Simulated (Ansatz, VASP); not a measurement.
## Two plane-wave programs on Cu

File INCAR:

```
  PREC = Accurate
  ENCUT = 600
  EDIFF = 1E-6
  ISMEAR = 0
  SIGMA = 0.1
  LREAL = F
  LASPH = T
  NELM = 100
  ALGO = Normal
  ISIF = 4
  LWAVE = F
  LCHARG = F
  GGA = PE
  IBRION = 2
  NSW = 50
  EDIFFG = -0.01
```

The input KPOINTS:

```
regular mesh
0
Gamma
  20 20 20
```

The input POSCAR:

```
Cu
1.0
   -1.5301248631      1.5301248631      1.4111550089
    1.5301248631     -1.5301248631      1.4111550089
    1.5301248631      1.5301248631     -1.4111550089
Cu
1
Direct
    0.0000000000      0.0000000000      0.0000000000
```

Input for Ansatz:

```yaml
crystal:
  lattice:
    - [-1.5301248631, 1.5301248631, 1.4111550089]
    - [1.5301248631, -1.5301248631, 1.4111550089]
    - [1.5301248631, 1.5301248631, -1.4111550089]
  atoms:
    - { symbol: Cu, position: [0.0, 0.0, 0.0] }
basis:
  ecutwfc: 420
kpoints:
  mp_grid: { grid: [20, 20, 20] }
hamiltonian:
  xc: pbe
scf:
  occupations: { method: gaussian, width: 0.1 }
output:
  forces: true
  stress: true
  eigenvalues: true
  write_density: true
  write_potential: true
  elf: true
  volumetric_format: npy
relax:
  adjacent_minimum: "off"
  f_tol: 0.01
  max_steps: 30
  cell: { stress_tol: 0.1, fix: [volume] }
```

Alike in both runs: task relaxation of shape and atoms at fixed volume; functional PBE; k mesh 20 × 20 × 20; occupations gaussian, width 0.1 eV; no spin polarisation.

|  | VASP | Ansatz |
| --- | --- | --- |
| version | VASP 6.6.1 | Ansatz 0.2.0 |
| potentials or method | VASP PAW PBE potentials, release 64 (Cu) | scalar-relativistic, plane waves, PAW |
| plane-wave cutoff (eV) | 600 | 420 |
| valence electrons in the cell | 11 | 19 |

|  | VASP | Ansatz | Ansatz less VASP |
| --- | --- | --- | --- |
| gap on the k mesh at the Fermi level, each at its own relaxed structure (eV) | none | none | - |
| relaxed volume (Å³/atom) | 13.22 | 13.22 | 0.000 |
| relaxed cell length with the largest relative difference (Å) | 2.584 | 2.585 | +0.0009 |

A gap of «none» marks a metal or a gap that the smearing closes. The two sets of potentials don't hold the same shells in valence.
